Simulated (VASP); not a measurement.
CaS:

```xyz
2
Lattice="0.0000 2.8524 2.8524 2.8524 0.0000 2.8524 2.8524 2.8524 0.0000" Properties=species:S:1:pos:R:3 pbc="T T T"
Ca    0.0000    0.0000    0.0000
S     2.8524    2.8524    2.8524
```

The cell comes from a database or a generator and needn't be the stable form of this composition.

```yaml
Program: VASP 6.6.1
Task: relaxation of cell and atoms
Functional: RPBE
Potentials_or_basis: VASP PAW PBE potentials, release 64 (Ca_sv, S)
Cutoff: 600 eV
k_mesh: 8 × 8 × 8
Occupations: gaussian, width 0.02 eV
Spin: no spin polarisation
```

At the start: pressure 2.6 GPa; volume 23.21 Å³/atom.

Q: Where does the relaxation end?

A: Over 3 steps the energy falls by 8.5 meV/atom and the volume is 24.29 Å³/atom (+4.7 %); space group Fm-3m (No. 225, to 0.05 Å).

The path:
```
step  energy change (eV)  largest force (eV/Å)  pressure (GPa)  volume (Å³)
   1              0.0000                0.0000            2.60        46.41
   2             -0.0164                0.0000           -0.42        48.99
   3             -0.0170                0.0000            0.00        48.58
```

Final structure:
```yaml
crystal:
  lattice:
    - [0.00000, 2.89614, 2.89614]
    - [2.89614, 0.00000, 2.89614]
    - [2.89614, 2.89614, 0.00000]
  atoms:
    - { symbol: Ca, position: [0.00000, 0.00000, 0.00000] }
    - { symbol: S, position: [0.50000, 0.50000, 0.50000] }
```

Caveat: the PAW data sets were made with another functional, which shifts forces and pressure a little.
